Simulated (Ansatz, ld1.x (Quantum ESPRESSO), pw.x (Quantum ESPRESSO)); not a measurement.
mercury (Hg): one change to the TM potential, in the atom and in the fcc crystal

```
Element                 : Hg (Z = 80)
Generator               : ld1.x (Quantum ESPRESSO) 7.5
Type                    : norm-conserving Troullier–Martins (Kleinman–Bylander form)
Functional              : LDA (PW92)
Relativity              : scalar-relativistic
Frozen core             : [Xe] 4f14
Valence charge          : 12
Reference configuration : 5d10 6s2 6p0
Partial waves           : 6p (bound, empty): rc 2.70 bohr; 5d (bound): rc 1.45 bohr; 6s (bound): rc 2.35 bohr
Local potential         : the s channel
Core correction         : none
```

Change: all radii scaled by about 1.28 (s 3.00, p 3.44, d 1.86 bohr).

Cutoffs, loose and tight: the cutoffs (Ry, on a coarse ladder) from which the occupation-weighted sum of valence levels, in a spherical-Bessel basis at the reference potential, stays within 10 and 1 mRy of its value at 400 Ry. They do not see the model core or the augmentation charge, which bear on the density cutoff. Test errors are all-electron minus pseudo excitation energies from the reference, over the configurations 5d10 6s1 6p0; 5d10 6s0 6p0; 5d9 6s0 6p0; 5d10 6s1 6p1; 5d9 6s2 6p0; 5d8 6s0 6p0; 5d10 6s0 6p1 (two spin-polarised tests are not counted in the largest error); variants that change the core or the reference have their own tests.

Crystal test: fcc Hg in pw.x 7.5, no spin, 13³ k-points, Fermi–Dirac smearing 0.01 Ry, cutoffs set for each file from its atomic test. The reference is all-electron LAPW (Ansatz 0.2.0) with the same functional, mesh and smearing; V0 and B0 come from Birch–Murnaghan fits to the pressures at five volumes. Errors are pseudo minus all-electron; Δ is the rms difference of the E(V) curves that follow from these fits, minima aligned, over ±6 % about the mean V0. Mesh and smearing are coarse, so the numbers serve the comparison and aren't converged zero-temperature values; the lattice is a test structure that the element need not adopt.

All-electron: a0 = 4.446 Å (V0 = 21.97 Å³/atom), B0 = 52.0 GPa.

**Question.** Does the change bring the crystal closer to the all-electron result?

**Answer.** The mean pressure error goes from +1.17 to -2.57 GPa, so the change moves the solid further from the all-electron pressures.

| quantity | base | changed |
| --- | --- | --- |
| outcome (atom) | generated | generated |
| cutoff, loose (atom) | 50 Ry | 50 Ry |
| cutoff, tight (atom) | 90 Ry | 70 Ry |
| bound ghosts (atom) | none | none |
| largest test error (meV) (atom) | -300 | -213 over the solved tests; 1 of 9 tests not solved or not reliable |
| cutoffs in pw.x (Ry) | 110/440 | 85/340 |
| a0 (Å) | 4.479 | – |
| a0 error (%) | +0.74 | – |
| B0 error (%) | -7.5 | – |
| Δ (meV/atom) | 5.4 | – |
| mean pressure error (GPa) | +1.17 | -2.57 |

A dash: not determined, or the minimum lies outside the volumes sampled.

Base: This is a poor potential for the solid. Changed file: The largest radius (3.44 bohr) exceeds half the bond length (2.97 bohr), so the spheres overlap, which is one possible source of error among others. This is a poor potential for the solid. Atomic configuration tests: 1 of 9 tests not solved or not reliable. The atomic cutoffs weigh occupied waves only.
